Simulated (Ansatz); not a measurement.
## zincblende-structured PbTe

Level of theory: DFT, PBEsol, scalar-relativistic, no spin polarisation; plane waves to 420 eV with PAW datasets (Ansatz 0.2.0), 8×8×8 k-mesh, Gaussian smearing of 0.05 eV; PAW files: Ansatz's generated set soft_2.

```cif
data_structure
_symmetry_space_group_name_H-M 'P 1'
_symmetry_Int_Tables_number 1
_cell_length_a 5.0953
_cell_length_b 5.0953
_cell_length_c 5.0953
_cell_angle_alpha 60.000
_cell_angle_beta 60.000
_cell_angle_gamma 60.000
_cell_volume 93.54
loop_
_atom_site_label
_atom_site_type_symbol
_atom_site_fract_x
_atom_site_fract_y
_atom_site_fract_z
_atom_site_occupancy
Pb1 Pb 0.00000 0.00000 0.00000 1
Te1 Te 0.25000 0.25000 0.25000 1
```

This is a trial structure; measured cells of the compound in the Crystallography Open Database are in space group Fm-3m (rock salt).

Path: Γ–X–U | K–Γ–L–W–X, with Γ = (0.000, 0.000, 0.000), X = (-0.500, -0.500, 0.000), U = (-0.375, -0.375, 0.250), K = (-0.375, 0.000, 0.375), L = (0.000, 0.000, 0.500), W = (-0.500, -0.250, 0.250) in reciprocal vectors of the calculation's cell.

**Question.** Is it a metal or an insulator, and if it has a gap, where are the band edges on this path?

**Answer.** An insulator with a gap of 0.45 eV on the path, the valence band topping at W and the conduction band bottoming at X; the smallest direct gap is 1.11 eV.

Bands as a text map, energy in eV from the Fermi level (dashes), each leg drawn with the same width:
```
  2.75 |                 *                       *      
  2.50 |                  **        *     *******       
  2.25 |   *              *              *              
  2.00 |                 ** *       ******              
  1.75 |  *                *       *      ****          
  1.50 | *              *  ***    *           ***       
  1.25 |*             **    ******               *      
  1.00 | *           *                            *     
  0.75 |  *         *                              *    
  0.50 |   **     **                                *   
  0.25 |     *****                                   ***
  0.00 |------------------------------------------------
 -0.25 |                                     *****      
 -0.50 |                                    *     **    
 -0.75 |        *********                           **  
 -1.00 |    ****         **                *          **
 -1.25 |   *               *              *             
 -1.50 |  *                 *                           
 -1.75 |**                   ******      *              
 -2.00 | **                 **    ***   *               
 -2.25 |                  **        *****               
 -2.50 |   *             *  *           ***             
 -2.75 |    *         ***  *             * **           
 -3.00 |     *********                       *       ***
 -3.25 |         ****     *               **  *******   
 -3.50 |             *****                  **          
 -3.75 |                                                
 -4.00 |                                                
        Γ      X      UK       Γ       L       W       X
```

Within 0.6 eV of the edges the projected states are 77 % Te 5p at the top of the valence band and 84 % Pb 6p at the bottom of the conduction band. Spin–orbit coupling, left out here, shifts 6p levels by as much as this gap and could close it. The lowest excitation takes an electron from Te back to Pb, as in polar semiconductors.

These numbers lack spin–orbit coupling.
